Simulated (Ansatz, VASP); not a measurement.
Two plane-wave programs on SiC

```
CELL_PARAMETERS angstrom
0.00000 2.11729 2.11729
2.11729 0.00000 2.11729
2.08002 2.08002 0.03726
ATOMIC_POSITIONS crystal
Si 0.00000 0.00000 0.00000
C 0.75000 0.75000 0.75000
```

Alike in both runs: task single point; functional PBE; k mesh 12 × 12 × 12; occupations gaussian, width 0.05 eV; no spin polarisation.

```csv
,VASP,Ansatz
version,VASP 6.6.1,Ansatz 0.2.0
potentials or method,"VASP PAW PBE potentials, release 64 (Si, C)","scalar-relativistic, plane waves, PAW"
plane-wave cutoff (eV),520,520
valence electrons in the cell,8,8
```

Ansatz gave:

```
gap on the k mesh at the Fermi level (eV) : 1.11
least direct gap on the mesh (eV)         : 4.48
rms of the force components (eV/Å)        : 0.297
```

Estimate VASP's values.

gap on the k mesh at the Fermi level (eV): 1.11; least direct gap on the mesh (eV): 4.47; rms of the force components (eV/Å): 0.296.

Atom by atom the forces differ by 0.001 eV/Å (rms over components). With one functional, cell and mesh, what is left measures potentials, basis and numerics.

 A k mesh can miss the band edges.
